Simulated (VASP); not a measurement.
# Fe (Fmmm) in VASP: notebook

Aim: see how the results for Fe move with the level of theory and the settings. Levels: PBE, LDA, PBEsol. Tasks: single point, relaxation of cell and atoms.

All numbers are computed with VASP 6.6.1; they aren't measurements. Logs are shortened: lines on timing, memory, paths and dates and some standing lists are left out, and cuts for length are marked.

## (1) Starting point

Symmetry: Fmmm, No. 69, orthorhombic system. Conventional cell: a = 2.997 Å, b = 3.883 Å, c = 3.930 Å, α = 90.00°, β = 90.00°, γ = 90.00°. Around Fe (site symmetry mmm) lie 12 Fe at 2.45 to 2.76 Å.

## (2) Single point, PBE, collinear spin, ferromagnetic start

Input file INCAR:

```
SYSTEM = Fe
ALGO     = Normal         ! electronic algorithm
EDIFF    = 1E-7           ! SCF threshold, eV
ENCUT    = 520            ! plane-wave cutoff, eV
GGA      = PE             ! functional
ISIF     = 2              ! what is computed and relaxed
ISMEAR   = -1             ! smearing method
ISPIN    = 2              ! spin polarisation
LASPH    = .True.         ! aspherical terms in the spheres
LCHARG   = .True.         ! write CHGCAR
LELF     = .True.         ! ELF
LMAXMIX  = 4              ! l up to which the mixer works
LORBIT   = 11             ! projections on sites
LREAL    = .False.        ! projectors in reciprocal space
LVHAR    = .True.       
LWAVE    = .False.        ! write WAVECAR
MAGMOM   = 4.5            ! initial moments
NBANDS   = 14             ! bands
NELM     = 150            ! most SCF steps
PREC     = Accurate       ! precision mode
SIGMA    = 0.05           ! smearing width, eV
```

Input file KPOINTS:

```
k-points
0
Gamma
  13 13 13
  0 0 0
```

Input file POSCAR:

```
Fe
1.0
    0.0000000000      1.9417396906      1.9651051623
    1.4984397099      0.0000000000      1.9651051623
    1.4984397099      1.9417396906      0.0000000000
Fe
1
Direct
    0.0000000000      0.0000000000      0.0000000000
```

Potentials or basis: VASP PAW PBE potentials, release 64 (Fe).

On the command line:

```console
cat potpaw_PBE.64/Fe/POTCAR > POTCAR
mpirun -np 1 vasp_std > vasp.out
```

OUTCAR:

```text
SYSTEM = Fe
   EDIFF = 1E-7
   ENCUT = 520
   GGA = PE
   ISIF = 2
   ISMEAR = -1
   ISPIN = 2
   LASPH = .True.
   LORBIT = 11
   LREAL = .False.
   NELM = 150
   PREC = Accurate

 ion  position               nearest neighbor table
   1  0.000  0.000  0.000-

  LATTYP: Found a face centered orthorhombic cell.
 ALAT       =     2.9968794198
 B/A-ratio  =     1.2958410524
 C/A-ratio  =     1.3114342535

  Lattice vectors:

 A1 = (   0.0000000000,   1.9417396906,   1.9651051623)
 A2 = (   1.4984397099,   0.0000000000,   1.9651051623)
 A3 = (   1.4984397099,   1.9417396906,   0.0000000000)

Analysis of symmetry for initial positions (statically):
=====================================================================
 Subroutine PRICEL returns:
 Original cell was already a primitive cell.

 Routine SETGRP: Setting up the symmetry group for a
 face centered orthorhombic supercell.

 Subroutine GETGRP returns: Found  8 space group operations
 (whereof  8 operations were pure point group operations)
 out of a pool of  8 trial point group operations.

The static configuration has the point symmetry D_2h.

Analysis of symmetry for dynamics (positions and initial velocities):
=====================================================================
 Subroutine PRICEL returns:
 Original cell was already a primitive cell.

 Routine SETGRP: Setting up the symmetry group for a
 face centered orthorhombic supercell.

 Subroutine GETGRP returns: Found  8 space group operations
 (whereof  8 operations were pure point group operations)
 out of a pool of  8 trial point group operations.

The dynamic configuration has the point symmetry D_2h.

Analysis of structural, dynamic, and magnetic symmetry:
=====================================================================
 Subroutine PRICEL returns:
 Original cell was already a primitive cell.

 Routine SETGRP: Setting up the symmetry group for a
 face centered orthorhombic supercell.

 Subroutine GETGRP returns: Found  8 space group operations
 (whereof  8 operations were pure point group operations)
 out of a pool of  8 trial point group operations.

The overall configuration has the point symmetry D_2h.

 Subroutine INISYM returns: Found  8 space group operations
 (whereof  8 operations are pure point group operations),
 and found     1 'primitive' translations

----------------------------------------------------------------------------------------

                                     Primitive cell

  volume of cell :      11.4353

  direct lattice vectors                    reciprocal lattice vectors
     0.000000000  1.941739691  1.965105162    -0.333680426  0.257501045  0.254439309
     1.498439710  0.000000000  1.965105162     0.333680426 -0.257501045  0.254439309
     1.498439710  1.941739691  0.000000000     0.333680426  0.257501045 -0.254439309

  length of vectors
     2.762605894  2.471226388  2.452687218     0.492329947  0.492329947  0.492329947

  position of ions in fractional coordinates (direct lattice)
     0.000000000  0.000000000  0.000000000

  ion indices of the primitive-cell ions
   primitive index   ion index
                 1           1

----------------------------------------------------------------------------------------

 KPOINTS: k-points

Automatic generation of k-mesh.
 Grid dimensions read from file:
 generate k-points for:   13   13   13

 Generating k-lattice:

  Cartesian coordinates                     Fractional coordinates (reciprocal lattice)
    -0.025667725  0.019807773  0.019572255     0.076923077  0.000000000  0.000000000
     0.025667725 -0.019807773  0.019572255     0.000000000  0.076923077 -0.000000000
     0.025667725  0.019807773 -0.019572255     0.000000000 -0.000000000  0.076923077

  Length of vectors
     0.037871534  0.037871534  0.037871534

  Shift w.r.t. Gamma in fractional coordinates (k-lattice)
     0.000000000  0.000000000  0.000000000

 Subroutine IBZKPT returns following result:
 ===========================================

 Found    343 irreducible k-points:

 Following reciprocal coordinates:
            Coordinates               Weight
  0.000000  0.000000  0.000000      1.000000
  0.076923  0.000000 -0.000000      8.000000
  0.153846 -0.000000  0.000000      8.000000
  0.230769 -0.000000 -0.000000      8.000000
  0.307692 -0.000000  0.000000      8.000000
  0.384615  0.000000  0.000000      8.000000
[... 16 lines left out ...]
  0.384615  0.153846  0.000000      8.000000
  0.461538  0.153846 -0.000000      8.000000
 [... further k-points ...]
   k-points           NKPTS =    343   k-points in BZ     NKDIM =    343   number of bands    NBANDS=     14
   number of dos      NEDOS =    301   number of ions     NIONS =      1
   total plane-waves  NPLWV =   7776
   dimension x,y,z NGX =    24 NGY =   18 NGZ =   18
   dimension x,y,z NGXF=    48 NGYF=   36 NGZF=   36
   ions per type =               1
   NGX,Y,Z   is equivalent  to a cutoff of  14.44, 12.11, 12.20 a.u.
   NGXF,Y,Z  is equivalent  to a cutoff of  28.89, 24.22, 24.40 a.u.
 SYSTEM =  Fe
   PREC   = accura    normal or accurate (medium, high low for compatibility)
   ISTART =      0    job   : 0-new  1-cont  2-samecut
   ICHARG =      2    charge: 1-file 2-atom 10-const
   ISPIN  =      2    spin polarized calculation?
   LNONCOLLINEAR =      F non collinear calculations
   LSORBIT =      F    spin-orbit coupling
   LASPH  =      T    aspherical Exc in radial PAW
   ENCUT  =  520.0 eV  38.22 Ry    6.18 a.u.   5.14  4.59  4.56*2*pi/ulx,y,z
   NELM   =    150;   NELMIN=  2; NELMDL= -5     # of ELM steps
   EDIFF  = 0.1E-06   stopping-criterion for ELM
   LREAL  =      F    real-space projection
   EDIFFG = 0.1E-05   stopping-criterion for IOM
   NSW    =      0    number of steps for IOM
   IBRION =     -1    ionic relax: 0-MD 1-quasi-New 2-CG
   NFREE  =      0    steps in history (QN), initial steepest desc. (CG)
   ISIF   =      2    stress and relaxation
   ISYM   =      2    0-nonsym 1-usesym 2-fastsym
   POTIM  = 0.5000    time-step for ionic-motion
   TEBEG  =    0.0;   TEEND  =   0.0 temperature during run
   PSTRESS=    0.0 pullay stress
   NELECT =       8.0000    total number of electrons
   NUPDOWN=      -1.0000    fix difference up-down
   EMIN   =  10.00;   EMAX   =-10.00  energy-range for DOS
   EFERMI =   0.00;   METHOD = LEGACY
   ISMEAR =    -1;   SIGMA  =   0.05  broadening in eV -4-tet -1-fermi 0-gaus
   EFERMI_NEDOS =   21; number of points for ismear=-14 and -15
   IALGO  =     38    algorithm
   IMIX   =      4    mixing-type and parameters
     AMIX     =   0.40;   BMIX     =  1.00
     AMIX_MAG =   1.60;   BMIX_MAG =  1.00
  volume/ion in A,a.u.               =      11.44        77.17
  Fermi-wavevector in a.u.,A,eV,Ry     =   1.453303  2.746344 28.736719  2.112089
  Thomas-Fermi vector in A             =   2.570585
   LORBIT       =     11    0 simple, 1 ext, 2 COOP (PROOUT), +10 PAW based schemes
   GGA     = PE    functional components
   LHFCALC =     F    Hartree Fock is set to
   AEXX    =    0.0000 exact exchange contribution
   IVDW    =     0    specifies the selected vdW correction
   LEPSILON=     F    determine dielectric tensor
   LRPA    =     F    only Hartree local field effects (RPA)
 spin polarized calculation
  energy-cutoff  :      520.00
  volume of cell :       11.44
 maximum number of plane-waves:       337
 NGX is ok and might be reduce to    24
   NGX = 11   NGY =  9   NGZ =  9

 number of electron       8.0000000 magnetization       2.1957475

 Free energy of the ion-electron system (eV)
  ---------------------------------------------------
  ext. energy  EPLUGINS =         0.00000000
  ---------------------------------------------------
  free energy    TOTEN  =        -8.22598094 eV

  energy without entropy =       -8.21652299  energy(sigma->0) =       -8.22125197

 E-fermi :   5.7885     XC(G=0): -13.0782

 val. band max:        5.7850840430   @ k =  -0.1538   0.3077   0.2308
 cond. band min:       5.7906501618   @ k =  -0.3846   0.1538   0.0769
 fundamental gap:      0.0055661188
 Fermi energy:         5.7885287634

 spin component 1

 k-point     1 :       0.0000    0.0000    0.0000
  band No.  band energies     occupation
      1      -2.6364      1.00000
      2       3.3339      1.00000
      3       3.4215      1.00000
      4       3.7472      1.00000
      5       4.4403      1.00000
      6       4.8240      1.00000
      7      29.6373      0.00000
      8      31.1136      0.00000
      9      31.3726      0.00000
     10      35.2880      0.00000
     11      36.3597      0.00000
     12      36.6132      0.00000
     13      37.1442      0.00000
     14      37.2354      0.00000

 k-point     2 :       0.0769    0.0000   -0.0000
  band No.  band energies     occupation
      1      -2.3989      1.00000
      2       3.3470      1.00000
      3       3.4306      1.00000
      4       3.7885      1.00000
      5       4.4044      1.00000
      6       4.7967      1.00000
      7      28.6374      0.00000
      8      30.3214      0.00000
      9      31.0588      0.00000
     10      34.4587      0.00000
[... 362 lines left out ...]
 k-point    24 :       0.4615    0.1538   -0.0000
  band No.  band energies     occupation
      1       1.3085      1.00000
      2       2.6420      1.00000
      3       3.4205      1.00000
      4       4.4647      1.00000
      5       5.1931      0.99999
      6       7.0647      0.00000
      7      15.5237      0.00000
      8      21.3583      0.00000
      9      26.0078      0.00000
     10      31.6658      0.00000
     11      34.9310      0.00000
     12      38.3564      0.00000
     13      44.6953      0.00000
     14      46.3257      0.00000

 [... further k-points ...]

 spin component 2

 k-point     1 :       0.0000    0.0000    0.0000
  band No.  band energies     occupation
      1      -2.4715      1.00000
      2       5.1594      1.00000
      3       5.3097      0.99993
      4       5.8067      0.40992
      5       7.0699      0.00000
      6       7.6818      0.00000
      7      29.3510      0.00000
      8      30.8963      0.00000
      9      31.1949      0.00000
     10      35.6362      0.00000
     11      36.3743      0.00000
     12      37.6640      0.00000
     13      37.7776      0.00000
     14      37.8595      0.00000

 k-point     2 :       0.0769    0.0000   -0.0000
  band No.  band energies     occupation
      1      -2.2328      1.00000
      2       5.1705      1.00000
      3       5.3176      0.99992
      4       5.8415      0.25724
      5       7.0197      0.00000
      6       7.6469      0.00000
      7      28.5982      0.00000
      8      30.1760      0.00000
      9      30.9601      0.00000
     10      34.9619      0.00000
[... 362 lines left out ...]
 k-point    24 :       0.4615    0.1538   -0.0000
  band No.  band energies     occupation
      1       2.2988      1.00000
      2       4.4028      1.00000
      3       4.7171      1.00000
      4       6.9302      0.00000
      5       7.8429      0.00000
      6       8.8444      0.00000
      7      16.4846      0.00000
      8      21.8936      0.00000
      9      26.5069      0.00000
     10      31.8387      0.00000
     11      35.3102      0.00000
     12      38.8603      0.00000
     13      44.8362      0.00000
     14      46.9307      0.00000

 [... further k-points ...]

------------------------ aborting loop because EDIFF is reached ----------------------------------------

  FORCE on cell =-STRESS in cart. coord.  units (eV):
  Direction    XX          YY          ZZ          XY          YZ          ZX
  --------------------------------------------------------------------------------------
  -------------------------------------------------------------------------------------
  Total       -0.4374106      0.1614189      0.0617803     -0.0000000      0.0000000      0.0000000
  in kB      -61.2849397     22.6161636      8.6559479     -0.0000000      0.0000000      0.0000000
  external PRESSURE =     -10.0042761 kB  Pullay stress =       0.0000000 kB

 VOLUME and BASIS-vectors are now :
 -----------------------------------------------------------------------------
  energy-cutoff  :      520.00
  volume of cell :       11.44
      direct lattice vectors                 reciprocal lattice vectors
     0.000000000  1.941739691  1.965105162    -0.333680426  0.257501045  0.254439309
     1.498439710  0.000000000  1.965105162     0.333680426 -0.257501045  0.254439309
     1.498439710  1.941739691  0.000000000     0.333680426  0.257501045 -0.254439309

 POSITION                                       TOTAL-FORCE (eV/Angst)
 -----------------------------------------------------------------------------------
      0.00000      0.00000      0.00000         0.000000      0.000000      0.000000
 -----------------------------------------------------------------------------------
    total drift:                                0.000000     -0.000000      0.000000

  FREE ENERGIE OF THE ION-ELECTRON SYSTEM (eV)
  ---------------------------------------------------
  free  energy   TOTEN  =        -8.2259809437 eV

  energy  without entropy=       -8.2165229930  energy(sigma->0) =       -8.22125197

 total charge

# of ion       s       p       d       tot
------------------------------------------
    1        0.485   0.535   6.237   7.256

 magnetization (x)

# of ion       s       p       d       tot
------------------------------------------
    1       -0.015  -0.055   2.264   2.194
```

Wall time 2.4 min (1 thread of AMD EPYC 7R43 (Zen 3), shared host); peak memory 0.16 GiB.

What came out:

```
Free energy                                           : -8.2260 eV
Pressure                                              : -1.0 GPa
Band gap on the k mesh                                : none (metal or under the smearing width)
Net moment                                            : 2.20 μB per cell
Site moments                                          : Fe +2.19 μB
Valence electrons inside the program's atomic spheres : Fe 7.26
```

## (3) Relaxation of cell and atoms, LDA, collinear spin, ferromagnetic start

Input file INCAR:

```
SYSTEM = Fe
  PREC = Accurate
  ENCUT = 600
  EDIFF = 1E-6
  ISMEAR = -1
  SIGMA = 0.05
  LREAL = .False.
  LASPH = .True.
  NELM = 100
  ALGO = Normal
  ISIF = 3
  LWAVE = .False.
  LCHARG = .False.
  ISPIN = 2
  MAGMOM = 3
  LORBIT = 11
  LMAXMIX = 4
  GGA = CA
  IBRION = 2
  NSW = 40
  EDIFFG = -0.01
```

Input file KPOINTS:

```
Automatic mesh
0
Gamma
  12 12 12
  0 0 0
```

POSCAR is that of step 2.

Potentials or basis: VASP PAW LDA potentials, release 64 (Fe).

On the command line:

```console
cat potpaw_LDA.64/Fe/POTCAR > POTCAR
mpirun -np 1 vasp_std > vasp.out
```

OUTCAR:

```text
SYSTEM = Fe
   PREC = Accurate
   ENCUT = 600
   EDIFF = 1E-6
   ISMEAR = -1
   LREAL = .False.
   LASPH = .True.
   NELM = 100
   ISIF = 3
   ISPIN = 2
   LORBIT = 11
   GGA = CA
   IBRION = 2
   NSW = 40
   EDIFFG = -0.01

 ion  position               nearest neighbor table
   1  0.000  0.000  0.000-

  LATTYP: Found a face centered orthorhombic cell.
 ALAT       =     2.9968794198
 B/A-ratio  =     1.2958410524
 C/A-ratio  =     1.3114342535

  Lattice vectors:

 A1 = (   0.0000000000,   1.9417396906,   1.9651051623)
 A2 = (   1.4984397099,   0.0000000000,   1.9651051623)
 A3 = (   1.4984397099,   1.9417396906,   0.0000000000)

Analysis of symmetry for initial positions (statically):
=====================================================================
 Subroutine PRICEL returns:
 Original cell was already a primitive cell.

 Routine SETGRP: Setting up the symmetry group for a
 face centered orthorhombic supercell.

 Subroutine GETGRP returns: Found  8 space group operations
[... 379 lines left out ...]
      2       4.2436      1.00000
      3       4.2436      1.00000
      4       4.2471      1.00000
      5       5.7982      1.00000
      6       5.8016      1.00000
      7      32.4677      0.00000
      8      32.4805      0.00000
      9      32.4806      0.00000
     10      38.2434      0.00000
[... 287 lines left out ...]
 k-point    24 :      -0.4167    0.1667    0.0000
  band No.  band energies     occupation
      1       1.8408      1.00000
      2       3.0646      1.00000
      3       4.5838      1.00000
      4       5.8008      1.00000
      5       6.4421      0.99264
      6      10.2406      0.00000
      7      15.0324      0.00000
      8      21.6098      0.00000
      9      27.1309      0.00000
     10      33.6990      0.00000

 [... further k-points ...]

 spin component 2

 k-point     1 :       0.0000    0.0000    0.0000
  band No.  band energies     occupation
      1      -1.9889      1.00000
      2       5.8211      1.00000
      3       5.8212      1.00000
      4       5.8254      1.00000
      5       7.8956      0.00000
      6       7.9000      0.00000
      7      32.6443      0.00000
      8      32.6572      0.00000
      9      32.6572      0.00000
     10      38.7242      0.00000
[... 327 lines left out ...]
  FREE ENERGIE OF THE ION-ELECTRON SYSTEM (eV)
  ---------------------------------------------------
  free  energy   TOTEN  =        -9.2325470319 eV

  energy  without entropy=       -9.2245192396  energy(sigma->0) =       -9.22853314

 reached required accuracy - stopping structural energy minimisation

 total charge

# of ion       s       p       d       tot
------------------------------------------
    1        0.529   0.622   6.335   7.487

 magnetization (x)

# of ion       s       p       d       tot
------------------------------------------
    1       -0.008  -0.033   1.957   1.916
```

OSZICAR:

```text
N       E                     dE             d eps       ncg     rms          rms(c)
DAV:   1     0.196651443364E+02    0.19665E+02   -0.43883E+03 11644   0.111E+03
DAV:   2    -0.963170787174E+01   -0.29297E+02   -0.27318E+02 11268   0.140E+02
[... 86 lines left out ...]
       N       E                     dE             d eps       ncg     rms          rms(c)
DAV:   1    -0.923285139486E+01   -0.37573E-03   -0.13506E-02 12838   0.115E+00    0.127E-01
DAV:   2    -0.923261093976E+01    0.24046E-03   -0.65473E-04 13686   0.357E-01    0.745E-02
DAV:   3    -0.923256068673E+01    0.50253E-04   -0.99989E-05 13172   0.143E-01    0.609E-02
DAV:   4    -0.923254854657E+01    0.12140E-04   -0.15898E-05 13842   0.359E-02    0.187E-02
DAV:   5    -0.923254736549E+01    0.11811E-05   -0.13585E-06  6374   0.151E-02    0.372E-03
DAV:   6    -0.923254703186E+01    0.33363E-06   -0.47757E-07  5640   0.107E-02
  10 F= -.92325470E+01 E0= -.92285331E+01  d E =-.711135E-04  mag=     1.9490
```

Wall time 2 min (1 thread of Intel Xeon 6975P-C (Granite Rapids), shared host); peak memory 0.2 GiB.

What came out:

```yaml
Free_energy: -9.2325 eV
Relaxed_volume: 10.36 Å³/atom
Relaxed_cell: a = 2.746 Å, b = 2.378 Å, c = 2.378 Å, α = 70.51°, β = 54.74°, γ = 54.74°
Space_group_after_relaxing_to_0.05_Å: Im-3m (No. 229)
Energy_gained_by_relaxing: 93.2 meV/atom
Ionic_steps: 10
Pressure_after_relaxing: 0.0 GPa
Band_gap_on_the_k_mesh: none (metal or under the smearing width)
Net_moment: 1.95 μB per cell
Site_moments: Fe +1.92 μB
Valence_electrons_inside_the_program's_atomic_spheres: Fe 7.49
```

Step by step:
```
step  energy change (eV)  largest force (eV/Å)  pressure (GPa)  volume (Å³)
   1              0.0000                0.0000          -19.00        11.44
   2              0.0182                0.0000           34.42         9.33
   3             -0.0783                0.0000            0.54        10.35
   4             -0.0784                0.0000            1.02        10.33
   5             -0.0885                0.0000            1.18        10.32
   6             -0.0926                0.0000            1.50        10.30
   7             -0.0927                0.0000            1.60        10.30
   8             -0.0922                0.0000           -2.75        10.47
   9             -0.0931                0.0000           -0.18        10.37
  10             -0.0932                0.0000            0.01        10.36
```

Final structure:
```
Fe
1.0
     0.00000    1.94168    1.94168
     1.37370    0.00000    1.94168
     1.37370    1.94168    0.00000
Fe
1
Direct
  0.00000 0.00000 0.00000
```

(Continued in part 2 of 2.)
